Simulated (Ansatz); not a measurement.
A (001) slab of Ti (P6_3/mmc (No. 194)), 6 planes, outer planes Ti (top) and Ti (bottom), with 6 atoms (Ti6) in a surface cell of A = 7.481 Å², as cut from the bulk:

```
Ti
1.0
     2.93905    0.00000    0.00000
    -1.46953    2.54529    0.00000
     0.00000    0.00000   26.62339
Ti
6
Cartesian
  1.4695 0.8484 7.5000
  0.0000 1.6969 9.8247
  1.4695 0.8484 12.1494
  0.0000 1.6969 14.4740
  1.4695 0.8484 16.7987
  0.0000 1.6969 19.1234
```

All numbers below come from Ansatz, DFT PBE, scalar-relativistic, plane waves, PAW. Settings: cutoff 420 eV, Γ-centred mesh 12×12×1 on the computed 6-atom cell, Gaussian smearing of 0.10 eV; no spin polarisation.

Against the same 6 atoms in the bulk, the slab as cut lies 1.957 eV higher and the relaxed slab 1.846 eV higher.

Q: Work out the surface energy before and after relaxation.

A: The slab has two faces, so γ = (E_slab − N·E_bulk)/(2A), the mean of both. As cut: 1.957/(2 × 7.481) = 0.1308 eV/Å², and 1 eV/Å² = 16.02 J/m², so γ = 2.10 J/m². Relaxed: 1.846/(2 × 7.481) = 0.1234 eV/Å² = 1.98 J/m². Relaxation recovers 6 % of the cost of cutting.

Q: What is the ideal work of this cut, per area?

A: Griffith's ideal work is 2γ: 4.19 J/m² if the new faces stay rigid, 3.95 J/m² if they relax. One thickness was run, 6 planes, so γ can still shift with it.